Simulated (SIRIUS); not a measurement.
Here is a SIRIUS 7.10.0 calculation.

The input sirius.json:

```json
{
  "control": {
    "processing_unit": "cpu",
    "verbosity": 2,
    "num_bands_to_print": 39,
    "print_forces": true,
    "print_stress": true
  },
  "parameters": {
    "electronic_structure_method": "pseudopotential",
    "xc_functionals": ["XC_GGA_X_PBE_SOL", "XC_GGA_C_PBE_SOL"],
    "gk_cutoff": 8.9,
    "pw_cutoff": 17.8,
    "ngridk": [8, 8, 4],
    "shiftk": [0, 0, 0],
    "smearing": "fermi_dirac",
    "smearing_width": 0.0018374661,
    "num_bands": 39,
    "num_mag_dims": 0,
    "num_dft_iter": 100,
    "energy_tol": 1e-08,
    "density_tol": 1e-06
  },
  "iterative_solver": {
    "type": "davidson",
    "min_tolerance": 1e-09,
    "tolerance_scale": [0.1, 0.25]
  },
  "mixer": {
    "type": "anderson",
    "beta": 0.7,
    "max_history": 8
  },
  "settings": {
    "tol_ne": 1e-10,
    "pseudo_grid_cutoff": 6.5
  },
  "unit_cell": {
    "lattice_vectors": [
      [7.55434240314, 0.0, 0.0],
      [-3.777171201665, 6.542252430131, 0.0],
      [0.0, 0.0, 12.471016918394]
    ],
    "atom_coordinate_units": "lattice",
    "atom_types": ["Ge"],
    "atom_files": {
      "Ge": "Ge.json"
    },
    "atoms": {
      "Ge": [
        [0.3333333333, 0.6666666667, 0.93709875],
        [0.6666666667, 0.3333333333, 0.43709875],
        [0.3333333333, 0.6666666667, 0.56290125],
        [0.6666666667, 0.3333333333, 0.06290125]
      ]
    }
  }
}
```

Potentials or basis: PseudoDojo 0.4.1 PBEsol standard (scalar relativistic).

Run with:

```console
$ upf_to_json Ge.upf
$ OMP_NUM_THREADS=1 sirius.scf --input=sirius.json --output=out.json --task=0
```

(1) Estimate the band gap on the k mesh.

(2) Predict the largest force.

(3) What does it give for the pressure?

Answers

(1) 0.11 eV.

(2) 0.005 eV/Å.

(3) 0.0 GPa.
